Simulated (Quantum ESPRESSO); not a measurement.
# Mo (Im-3m) in Quantum ESPRESSO: notebook, part 3 of 3

Quantum ESPRESSO 7.5. Earlier steps stand in the parts before.

### 4 Phonons, PBEsol, target pressure 50 GPa, at which the enthalpy is minimised

Input file pw.in:

```
&CONTROL
  calculation = 'scf'
  prefix = 'pwscf'
  outdir = './tmp'
  pseudo_dir = './pseudo'
  tprnfor = .true.
  tstress = .true.
  disk_io = 'low'
/
&SYSTEM
  ibrav = 0
  nat = 1
  ntyp = 1
  ecutwfc = 45
  ecutrho = 360
  nbnd = 13
  occupations = 'smearing'
  smearing = 'mv'
  degauss = 0.01469973
/
&ELECTRONS
  conv_thr = 2d-10
  electron_maxstep = 120
  mixing_beta = 0.5
/
ATOMIC_SPECIES
Mo    95.9500 mo_pbesol_v1.uspp.F.UPF
CELL_PARAMETERS angstrom
  -1.5838089719    1.5838089719    1.5838089719
   1.5838089719   -1.5838089719    1.5838089719
   1.5838089719    1.5838089719   -1.5838089719
ATOMIC_POSITIONS angstrom
Mo     0.0000000000    0.0000000000    0.0000000000
K_POINTS automatic
10 10 10 0 0 0
```

Input file relax.in:

```
&CONTROL
  calculation = 'vc-relax'
  prefix = 'pwscf'
  outdir = './tmp'
  pseudo_dir = './pseudo'
  tprnfor = .true.
  tstress = .true.
  disk_io = 'low'
  nstep = 40
  forc_conv_thr = 0.0001
  etot_conv_thr = 1d-06
/
&SYSTEM
  ibrav = 0
  nat = 1
  ntyp = 1
  ecutwfc = 45
  ecutrho = 360
  nbnd = 13
  occupations = 'smearing'
  smearing = 'mv'
  degauss = 0.01469973
/
&ELECTRONS
  conv_thr = 2d-10
  electron_maxstep = 120
  mixing_beta = 0.5
/
&IONS
  ion_dynamics = 'bfgs'
/
&CELL
  cell_dynamics = 'bfgs'
  press = 500
  press_conv_thr = 0.2
/
ATOMIC_SPECIES
Mo    95.9500 mo_pbesol_v1.uspp.F.UPF
CELL_PARAMETERS angstrom
  -1.5838089719    1.5838089719    1.5838089719
   1.5838089719   -1.5838089719    1.5838089719
   1.5838089719    1.5838089719   -1.5838089719
ATOMIC_POSITIONS angstrom
Mo     0.0000000000    0.0000000000    0.0000000000
K_POINTS automatic
10 10 10 0 0 0
```

Input file scf2.in:

```
&CONTROL
  calculation = 'scf'
  prefix = 'pwscf'
  outdir = './tmp'
  pseudo_dir = './pseudo'
  tprnfor = .true.
  tstress = .true.
  disk_io = 'low'
/
&SYSTEM
  ibrav = 0
  nat = 1
  ntyp = 1
  ecutwfc = 45
  ecutrho = 360
  nbnd = 13
  occupations = 'smearing'
  smearing = 'mv'
  degauss = 0.01469973
/
&ELECTRONS
  conv_thr = 1d-13
  electron_maxstep = 120
  mixing_beta = 0.5
  startingpot = 'file'
  startingwfc = 'file'
/
ATOMIC_SPECIES
Mo    95.9500 mo_pbesol_v1.uspp.F.UPF
CELL_PARAMETERS angstrom
  -1.4934932511    1.4934932511    1.4934932511
   1.4934932511   -1.4934932511    1.4934932511
   1.4934932511    1.4934932511   -1.4934932511
ATOMIC_POSITIONS angstrom
Mo     0.0000000000    0.0000000000    0.0000000000
K_POINTS automatic
10 10 10 0 0 0
```

Input file ph.in:

```
phonons of Mo
&INPUTPH
  prefix = 'pwscf'
  outdir = './tmp'
  tr2_ph = 1d-18
  fildyn = 'dyn'
  niter_ph = 90
  alpha_mix(1) = 0.4
/
-0.0000000000 0.8660254038 -0.0000000000
```

Potentials or basis: GBRV 1.5 PBEsol.

On the command line:

```
OMP_NUM_THREADS=1 pw.x -in pw.in > pw.out
OMP_NUM_THREADS=1 pw.x -in relax.in > relax.out
OMP_NUM_THREADS=1 pw.x -in scf2.in > scf2.out
OMP_NUM_THREADS=1 ph.x -in ph.in > ph.out
```

pw.out:

```text
This program is part of the open-source Quantum ESPRESSO suite
     for quantum simulation of materials; please cite
[... 9 lines left out ...]
     --------------------
     sticks:   dense  smooth     PW     G-vecs:    dense   smooth      PW
     Sum         727     363    139                12479     4321    1061

     Using Slab Decomposition

     bravais-lattice index     =            0
     lattice parameter (alat)  =       5.1840  a.u.
     unit-cell volume          =     107.2420 (a.u.)^3
     number of atoms/cell      =            1
     number of atomic types    =            1
     number of electrons       =        14.00
     number of Kohn-Sham states=           13
     kinetic-energy cutoff     =      45.0000  Ry
     charge density cutoff     =     360.0000  Ry
     scf convergence threshold =      2.0E-10
     mixing beta               =       0.5000
     number of iterations used =            8  plain     mixing
     Exchange-correlation= SLA  PW   PSX  PSC
                           (   1   4  10   8   0   0   0)

     celldm(1)=   5.183968  celldm(2)=   0.000000  celldm(3)=   0.000000
     celldm(4)=   0.000000  celldm(5)=   0.000000  celldm(6)=   0.000000

     crystal axes: (cart. coord. in units of alat)
               a(1) = (  -0.577350   0.577350   0.577350 )
               a(2) = (   0.577350  -0.577350   0.577350 )
               a(3) = (   0.577350   0.577350  -0.577350 )

     reciprocal axes: (cart. coord. in units 2 pi/alat)
               b(1) = ( -0.000000  0.866025  0.866025 )
               b(2) = (  0.866025 -0.000000  0.866025 )
               b(3) = (  0.866025  0.866025  0.000000 )

     PseudoPot. # 1 for Mo read from file:
     mo_pbesol_v1.uspp.F.UPF
     Pseudo is Ultrasoft + core correction, Zval = 14.0
     Generated by new atomic code, or converted to UPF format
     Using radial grid of  889 points,  6 beta functions with:
                l(1) =   0
                l(2) =   0
                l(3) =   1
                l(4) =   1
                l(5) =   2
                l(6) =   2
     Q(r) pseudized with  6 coefficients,  rinner =    1.000   1.000   1.000
                                                       1.000   1.000

     atomic species   valence    mass     pseudopotential
     Mo               14.00    95.95000     Mo( 1.00)

     48 Sym. Ops., with inversion, found

   Cartesian axes

     site n.     atom                  positions (alat units)
         1        Mo     tau(   1) = (   0.0000000   0.0000000   0.0000000  )

     number of k points=    47  Marzari-Vanderbilt smearing, width (Ry)=  0.0147
                       cart. coord. in units 2pi/alat
        k(    1) = (   0.0000000   0.0000000   0.0000000), wk =   0.0020000
        k(    2) = (   0.0866025   0.0866025   0.0000000), wk =   0.0240000
        k(    3) = (   0.1732051   0.1732051   0.0000000), wk =   0.0240000
        k(    4) = (   0.2598076   0.2598076   0.0000000), wk =   0.0240000
        k(    5) = (   0.3464102   0.3464102   0.0000000), wk =   0.0240000
        k(    6) = (  -0.4330127  -0.4330127   0.0000000), wk =   0.0120000
[... 39 lines left out ...]
        k(   46) = (  -0.8660254  -0.0866025  -0.0866025), wk =   0.0240000
        k(   47) = (  -0.8660254  -0.8660254  -0.8660254), wk =   0.0020000

     Dense  grid:    12479 G-vectors     FFT dimensions: (  32,  32,  32)

     Smooth grid:     4321 G-vectors     FFT dimensions: (  24,  24,  24)

     Initial potential from superposition of free atoms

     starting charge      13.9990, renormalised to      14.0000
     Starting wfcs are   13 randomized atomic wfcs

     Self-consistent Calculation

     iteration #  1     ecut=    45.00 Ry     beta= 0.50
     Davidson diagonalization with overlap
     ethr =  1.00E-02,  avg # of iterations =  3.8

     Threshold (ethr) on eigenvalues was too large:
     Diagonalizing with lowered threshold

     Davidson diagonalization with overlap
     ethr =  3.07E-04,  avg # of iterations =  1.6

     total energy              =    -139.32946573 Ry
     estimated scf accuracy    <       0.04386545 Ry

     iteration #  2     ecut=    45.00 Ry     beta= 0.50
     Davidson diagonalization with overlap
     ethr =  3.13E-04,  avg # of iterations =  2.0
[... 42 lines left out ...]
     iteration #  7     ecut=    45.00 Ry     beta= 0.50
     Davidson diagonalization with overlap
     ethr =  1.08E-11,  avg # of iterations =  2.7

     negative rho (up, down):  4.042E-06 0.000E+00

     End of self-consistent calculation

          k = 0.0000 0.0000 0.0000 (   555 PWs)   bands (ev):

   -40.3610 -13.6762 -13.6762 -13.6762  13.6171  19.5148  19.5148  19.5148
    22.4641  22.4641  35.5450  35.5450  35.5450

          k = 0.0866 0.0866 0.0000 (   557 PWs)   bands (ev):

   -40.3377 -13.8123 -13.7184 -13.6771  14.0423  19.2791  19.4641  19.9192
    22.1545  22.4737  35.8337  36.2641  36.3121
[... 218 lines left out ...]
   -39.9536 -14.6407 -14.5542 -14.5168  15.7635  15.8485  23.3766  23.6220
    24.8309  29.5583  30.2500  31.1401  40.4909

          k =-0.8660-0.8660-0.8660 (   490 PWs)   bands (ev):

   -39.9365 -14.5995 -14.5995 -14.5995  15.5072  15.5072  24.7644  24.7644
    24.7644  29.7210  29.7210  29.7210  40.0505

     the Fermi energy is    20.9426 ev

!    total energy              =    -139.33772130 Ry
     estimated scf accuracy    <          4.4E-11 Ry
     smearing contrib. (-TS)   =      -0.00043435 Ry
     internal energy E=F+TS    =    -139.33728695 Ry

     The total energy is F=E-TS. E is the sum of the following terms:
     one-electron contribution =     -18.87625903 Ry
     hartree contribution      =      17.89758887 Ry
     xc contribution           =     -19.19756568 Ry
     ewald contribution        =    -119.16105111 Ry

     convergence has been achieved in   7 iterations

     negative rho (up, down):  4.042E-06 0.000E+00

     Forces acting on atoms (cartesian axes, Ry/au):

     atom    1 type  1   force =     0.00000000    0.00000000    0.00000000

     Total force =     0.000000     Total SCF correction =     0.000000

     Computing stress (Cartesian axis) and pressure

     negative rho (up, down):  4.042E-06 0.000E+00
          total   stress  (Ry/bohr**3)                   (kbar)     P=     -104.51
  -0.00071047  -0.00000000  -0.00000000         -104.51       -0.00       -0.00
  -0.00000000  -0.00071047  -0.00000000           -0.00     -104.51       -0.00
  -0.00000000  -0.00000000  -0.00071047           -0.00       -0.00     -104.51

=------------------------------------------------------------------------------=
   JOB DONE.
=------------------------------------------------------------------------------=
```

relax.out:

```text
This program is part of the open-source Quantum ESPRESSO suite
     for quantum simulation of materials; please cite
[... 9 lines left out ...]
     --------------------
     sticks:   dense  smooth     PW     G-vecs:    dense   smooth      PW
     Sum         727     363    139                12479     4321    1061
[... 2632 lines left out ...]
   0.00338274   0.00000000  -0.00000000          497.62        0.00       -0.00
   0.00000000   0.00338274  -0.00000000            0.00      497.62       -0.00
  -0.00000000  -0.00000000   0.00338274           -0.00       -0.00      497.62

=------------------------------------------------------------------------------=
   JOB DONE.
=------------------------------------------------------------------------------=
```

It took 63 s on 1 thread of Arm Neoverse V2, shared host; peak memory 0.09 GiB.

What came out:

```yaml
Free_energy: -1895.5343 eV
Relaxed_volume: 13.33 Å³/atom
Relaxed_cell: a = 2.587 Å, b = 2.587 Å, c = 2.587 Å, α = 109.47°, β = 109.47°, γ = 109.47°
Space_group_after_relaxing_to_0.05_Å: Im-3m (No. 229)
Pressure_after_relaxing: 49.8 GPa
Band_gap_on_the_k_mesh: none (metal or under the smearing width)
Highest_phonon_frequency_at_the_q_point_run: 107 cm⁻¹
```

The path:
| step | energy change (eV) | largest force (eV/Å) | pressure (GPa) | volume (Å³) |
| --- | --- | --- | --- | --- |
| 1 | 0.0000 | 0.0000 | -10.45 | 15.89 |
| 2 | 1.3047 | 0.0000 | 144.58 | 11.48 |
| 3 | 0.1158 | 0.0000 | 33.64 | 13.82 |
| 4 | 0.2165 | 0.0000 | 46.71 | 13.42 |
| 5 | 0.2461 | 0.0000 | 50.18 | 13.32 |
| 6 | 0.2445 | 0.0000 | 50.00 | 13.33 |

Final structure:
```
Mo
1.0
    -1.49349    1.49349    1.49349
     1.49349   -1.49349    1.49349
     1.49349    1.49349   -1.49349
Mo
1
Direct
  0.00000 0.00000 0.00000
```

Phonon frequencies in cm⁻¹ (negative: imaginary):
```tsv
q point	frequencies
(0.500, -0.500, 0.500)	107 107 107
```

Phonon modes at q = (0.500, -0.500, 0.500) in reciprocal lattice units:
```
mode  symmetry  cm⁻¹
   1      T_1u   107
   2      T_1u   107
   3      T_1u   107
```

Caveat: the mesh is thin for the phonons of a metal; the volume moved by over 15 % at a fixed basis, so the end points are rough; the cell is more than 3 GPa from zero pressure, which shifts response properties.

### 5 Overview

| cell | gap on the mesh (eV) | pressure (GPa) |
| --- | --- | --- |
| relaxed to 10 GPa | none | 10.0 |
| relaxed to 25 GPa | none | 24.9 |
| relaxed to 50 GPa | none | 49.8 |

Alike in all rows: task phonons; level PBEsol; potentials or basis GBRV 1.5 PBEsol; no spin polarisation; k mesh 10 × 10 × 10; cutoff (eV) 612; smearing cold 0.2 eV.

Caveats: the mesh is thin for the phonons of a metal; the cell is more than 3 GPa from zero pressure, which shifts response properties; the volume moved by over 15 % at a fixed basis, so the end points are rough (some runs).

Total energies depend on the potentials used, so only differences within one code and one set of settings carry meaning.
